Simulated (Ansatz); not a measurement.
Bi, DFT, PBE, all-electron PAW with datasets made for the crystal, scalar-relativistic (Ansatz 0.2.0), run on 1 thread of Arm Neoverse V2 on a shared host.

Structure: COD 8100521, as refined from experiment and not relaxed. The listed cell was then made from it by scaling, straining or moving an atom.

Command: `ansatz run input.yaml --threads 1 --pin off --max-ram 2048MiB --backend cpu --events-out ev --progress --plain --runs-dir out`

```yaml
crystal:
  lattice:
    - [3.3615871641, -3.0785765647, 0.0]
    - [3.3615871641, 3.0785765647, 0.0]
    - [-1.159710694, 0.0, 3.04651635]
  atoms:
    - { symbol: Bi, position: [0.2518, 0.2518, 0.149] }
    - { symbol: Bi, position: [0.7482, 0.7482, 0.851] }
kpoints:
  mp_grid: { grid: [8, 8, 11] }
scf:
  occupations: { method: fermi_dirac, width: 0.05 }
hamiltonian:
  xc: pbe
  pseudopotentials: { kind: all_electron, datasets: crystal }
output:
  forces: true
  stress: true
  eigenvalues: true
  efg: { contact_densities: true }
```

Question: How large is the problem that the program sets up?

Answer: 201 irreducible k-points, 597 plane waves at Γ, 19 bands.

Question: Estimate the wall time and the peak memory.

Answer: 19 s of wall time for 8 SCF iterations, with a peak of 0.61 GiB. Times on shared machines scatter by tens of per cent.

Question: And the same cell and mesh by LAPW (all electrons), asked for forces, stress, eigenvalues, on the same hardware?

Answer: 80 s, peak memory 0.9 GiB.

Question: And the same cell and mesh by frozen-core PAW, asked for forces, stress, eigenvalues, efg, on the same hardware?

Answer: 12 s, peak memory 0.48 GiB.
